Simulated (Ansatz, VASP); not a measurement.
## Two plane-wave programs on Al

INCAR

```
PREC     = Accurate       # precision mode
ENCUT    = 520            # plane-wave cutoff, eV
EDIFF    = 1E-7           # SCF threshold, eV
ISMEAR   = 0              # smearing method
SIGMA    = 0.15           # smearing width, eV
LREAL    = False          # projectors in reciprocal space
LASPH    = True           # aspherical terms in the spheres
NELM     = 100            # most SCF steps
ALGO     = Fast           # electronic algorithm
ISIF     = 2              # what is computed and relaxed
LWAVE    = False          # write WAVECAR
LCHARG   = True           # write CHGCAR
GGA      = PS             # functional
LELF     = True           # ELF
LVHAR    = True         
NBANDS   = 8              # bands
```

The input KPOINTS:

```
Automatic mesh
0
Gamma
  20 20 20
```

The input POSCAR:

```
Al
1.0
    0.0000000000      2.0239800000      1.9936203000
    2.0239800000      0.0000000000      1.9936203000
    2.0239800000      2.0239800000      0.0000000000
Al
1
Direct
    0.0000000000      0.0000000000      0.0000000000
```

Input for Ansatz:

```yaml
crystal:
  lattice:
    - [0.0, 2.02398, 1.9936203]
    - [2.02398, 0.0, 1.9936203]
    - [2.02398, 2.02398, 0.0]
  atoms:
    - { symbol: Al, position: [0.0, 0.0, 0.0] }
basis:
  ecutwfc: 420
kpoints:
  mp_grid: { grid: [20, 20, 20] }
hamiltonian:
  xc: pbesol
scf:
  occupations: { method: gaussian, width: 0.15 }
output:
  forces: true
  stress: true
  eigenvalues: true
```

Change from the starting cell: strain -0.0150 x Voigt [0, 0, 1, 0, 0, 0], atoms carried along.

Alike in both runs: task single point; functional PBEsol; k mesh 20 × 20 × 20; occupations gaussian, width 0.15 eV; no spin polarisation.

```csv
,VASP,Ansatz
version,VASP 6.6.1,Ansatz 0.2.0
potentials or method,"VASP PAW PBE potentials, release 64 (Al)","scalar-relativistic, plane waves, PAW"
plane-wave cutoff (eV),520,420
valence electrons in the cell,3,3
```

|  | VASP | Ansatz | Ansatz less VASP |
| --- | --- | --- | --- |
| gap on the k mesh at the Fermi level (eV) | none | none | - |
| pressure (GPa) | -0.7 | -0.8 | -0.06 |
| largest component of the traceless stress (GPa) | 0.14 | 0.14 | -0.004 |

A gap of «none» marks a metal or a gap that the smearing closes.

Caveats: the PAW data sets were made with another functional, which shifts forces and pressure a little (VASP).
